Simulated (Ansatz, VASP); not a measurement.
Two plane-wave programs on MgO

File INCAR:

```
PREC = Accurate
ENCUT = 520
EDIFF = 1E-6
ISMEAR = 0
SIGMA = 0.05
LREAL = F
LASPH = T
NELM = 60
ALGO = Normal
ISIF = 2
LWAVE = F
LCHARG = F
GGA = PS
NBANDS = 11
```

File KPOINTS:

```
regular mesh
0
Gamma
  9 9 8
```

POSCAR

```
MgO
1.0
    2.9380209034      0.0000000000      0.0000000000
   -1.4690104517      2.5444007392      0.0000000000
    0.0000000000      0.0000000000      2.6796800000
Mg O
1 1
Direct
    0.0196509926      0.0393019851     -0.0373178887
    0.3333333333      0.6666666667      0.5000000000
```

Input for Ansatz:

```yaml
crystal:
  lattice:
    - [2.9380209034, 0.0, 0.0]
    - [-1.4690104517, 2.5444007392, 0.0]
    - [0.0, 0.0, 2.67968]
  atoms:
    - { symbol: Mg, position: [0.0196509926, 0.0393019851, -0.0373178887] }
    - { symbol: O, position: [0.3333333333, 0.6666666667, 0.5] }
basis:
  ecutwfc: 420
kpoints:
  mp_grid: { grid: [9, 9, 8] }
hamiltonian:
  xc: pbesol
scf:
  occupations: { method: gaussian, width: 0.05 }
output:
  forces: true
  stress: true
  eigenvalues: true
```

Alike in both runs: task single point; functional PBEsol; k mesh 9 × 9 × 8; occupations gaussian, width 0.05 eV; no spin polarisation.

```csv
,VASP,Ansatz
version,VASP 6.6.1,Ansatz 0.2.0
potentials or method,"VASP PAW PBE potentials, release 64 (Mg, O)","scalar-relativistic, plane waves, PAW"
plane-wave cutoff (eV),520,420
valence electrons in the cell,8,16
```

|  | VASP | Ansatz | Ansatz less VASP |
| --- | --- | --- | --- |
| gap on the k mesh at the Fermi level (eV) | 2.91 | 2.91 | +0.002 |
| least direct gap on the mesh (eV) | 3.33 | 3.33 | 0.000 |
| pressure (GPa) | -2.7 | -2.3 | +0.43 |
| largest component of the traceless stress (GPa) | 2.08 | 2.05 | -0.022 |
| rms of the force components (eV/Å) | 0.335 | 0.331 | -0.0040 |

Atom by atom the forces differ by 0.004 eV/Å (rms over components). The functional is the same, so the differences come from potentials, cutoffs and numerics. The two sets of potentials don't hold the same shells in valence.

Caveats: the PAW data sets were made with another functional, which shifts forces and pressure a little (VASP); an odd mesh through Γ misses points on the zone boundary, where band edges often lie.
